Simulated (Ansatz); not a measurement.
## PbSe (Clausthalite) under changes of volume

One of the cells (28.671 Å³/atom); the others are scaled copies at fixed shape and fractional positions:

```
Pb Se
1.0
     0.00000    3.06065    3.06065
     3.06065    0.00000    3.06065
     3.06065    3.06065    0.00000
Pb Se
1 1
Direct
  0.00000 0.00000 0.00000
  0.50000 0.50000 0.50000
```

```yaml
Program: Ansatz 0.2.0
Functional: PBE
Potentials_or_basis: Ansatz PAW
Cutoff: "420 eV (not typed: the program's choice for these potentials)"
k_mesh: 8 × 8 × 8
Occupations: fermi-dirac, width 0.05 eV
Spin: spin-orbit coupling, no magnetisation
```

```tsv
volume (Å³/atom)	energy over the lowest point (meV/atom)	pressure (GPa)	gap on the mesh (eV)
26.951	?	?	?
27.524	29.56	4.4	0.35
28.097	16.12	3.1	0.27
28.671	7.01	2.0	0.20
29.244	1.78	1.0	0.14
29.818	0.00	0.1	0.08
30.391	1.32	-0.8	0.03
```

Q: What does the run at 26.951 Å³/atom give?

A: Energy over the lowest point 47.81 meV/atom; pressure 5.8 GPa; gap on the mesh 0.43 eV.

Worked out: A Birch-Murnaghan fit of order 3 (a polynomial in V^(-2/3)) to the other rows has its minimum at 29.85 Å³/atom with B0 = V·E''(V) = 45 GPa and B' = 4.9. It gives 47.85 meV/atom at 26.951 Å³/atom, against the run's 47.81, and -dE/dV = 5.8 GPa, against 5.8.

Energies are extrapolated to zero smearing.

A mesh can miss the band edges.
